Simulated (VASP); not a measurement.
Cu, 3 atoms in the cell. It takes space group P6/mmm (No. 191, hexagonal). Conventional cell: a = 4.162 Å, b = 4.162 Å, c = 2.500 Å, α = 90.00°, β = 90.00°, γ = 120.00°. Around Cu (site symmetry 6/mmm) lie 14 Cu at 2.50 to 2.71 Å. Cu (site symmetry -6m2) has 11 Cu at 2.40 to 2.71 Å as nearest neighbours. This isn't the form of Cu at room conditions, which is fcc.

```yaml
Program: VASP 6.6.1
Task: single point
Functional: revPBE
Potentials_or_basis: VASP PAW PBE potentials, release 64 (Cu)
Cutoff: 520 eV
k_mesh: 12 × 12 × 16
Occupations: fermi-dirac, width 0.1 eV
Spin: no spin polarisation
Dipole_correction: no
Further_INCAR_settings: ALGO = Fast; EDIFF = 1e-06; NBANDS = 24
```

Potentials or basis: VASP PAW PBE potentials, release 64 (Cu).

The run is started by

```console
$ cat potpaw_PBE.64/Cu/POTCAR > POTCAR
$ mpirun -np 1 vasp_std > vasp.out
```

Hardware: 1 thread of Intel(R) Xeon(R) Platinum 8559C (Emerald Rapids) (shared host).

Q: How long does it take, and how much memory?

A: Wall time 74 s on 1 thread of Intel(R) Xeon(R) Platinum 8559C (Emerald Rapids), with other jobs on the host, peak memory 0.22 GiB. Counts: scf iterations 16, k points 171.
